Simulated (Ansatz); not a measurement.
**Fe: relaxation of cell and atoms with revPBE+D4**

Crystal: Fe.

```
Fe
1.0
     2.43416    0.00000    0.00000
    -1.21708    2.10804    0.00000
     0.00000    0.00000    3.84193
Fe
2
Direct
  0.66667 0.33333 0.75000
  0.33333 0.66667 0.25000
```

This isn't the form of Fe at room conditions, which is bcc.

```
Program             : Ansatz 0.2.0
Task                : relaxation of cell and atoms
Functional          : revPBE
Dispersion          : D4
Potentials or basis : Ansatz PAW
Cutoff              : 420 eV (not typed: the program's choice for these potentials)
k mesh              : 12 × 12 × 7
Occupations         : fermi-dirac, width 0.05 eV
Spin                : collinear spin, ferromagnetic start
Starting moments    : [3.0, 3.0] μB
```

```json
{
 "Relaxed volume": "10.00 Å³/atom",
 "Relaxed cell": "a = 2.442 Å, b = 2.442 Å, c = 3.871 Å, α = 90.00°, β = 90.00°, γ = 120.00°",
 "Space group after relaxing (to 0.05 Å)": "P6_3/mmc (No. 194)",
 "Energy gained by relaxing": "2.2 meV/atom",
 "Ionic steps": "5",
 "Pressure after relaxing": "0.0 GPa",
 "Band gap on the k mesh": "none (metal or under the smearing width)",
 "Net moment": "0.00 μB per cell",
 "Absolute moment": "0.00 μB per cell"
}
```

Step by step:
| step | energy change (eV) | largest force (eV/Å) | volume (Å³) |
| --- | --- | --- | --- |
| 1 | 0.0000 | 0.0000 | 19.71 |
| 2 | -0.0033 | 0.0000 | 19.87 |
| 3 | -0.0042 | 0.0000 | 19.99 |
| 4 | -0.0042 | 0.0000 | 20.00 |
| 5 | -0.0043 | 0.0000 | 20.00 |

Final structure:
```
Fe
1.0
     2.44220    0.00000    0.00000
    -1.22110    2.11501    0.00000
     0.00000    0.00000    3.87141
Fe
2
Direct
  0.66667 0.33333 0.75000
  0.33333 0.66667 0.25000
```

Levels at points of the mesh, in eV from the Fermi level:
Spin up:
```tsv
k point	band 14	band 15	band 16	band 17	band 18	band 19
(0.00, 0.00, 0.00)	-1.25	-1.25	-0.88	-0.88	0.37	0.72
(0.00, -0.50, 0.00)	-1.62	-1.13	0.84	1.08	1.10	2.72
```
Spin down:
```
            k point  band 13  band 14  band 15  band 16  band 17  band 18  band 19  band 20
 (0.00, 0.00, 0.00)    -1.61    -1.25    -1.25    -0.88    -0.88     0.37     0.72     0.72
(0.00, -0.50, 0.00)    -2.03    -1.62    -1.13     0.84     1.08     1.10     2.72     4.89
```

Run time: 38 s on 2 threads of Intel(R) Xeon(R) Processor @ 2.50GHz (Skylake/Cascade Lake) (shared host), peak memory 0.37 GiB.

Caveat: the starting moments collapsed, and a magnetic state may lie lower; the plane-wave basis is chosen anew once the cell has moved, so the energies of steps on either side of that aren't comparable; pairwise dispersion overbinds metals, which lowers pressure and volume; the PAW data sets come from PBE, with cores solved anew for the run's functional, which leaves a small shift of forces and pressure; the starting moments weren't kept.
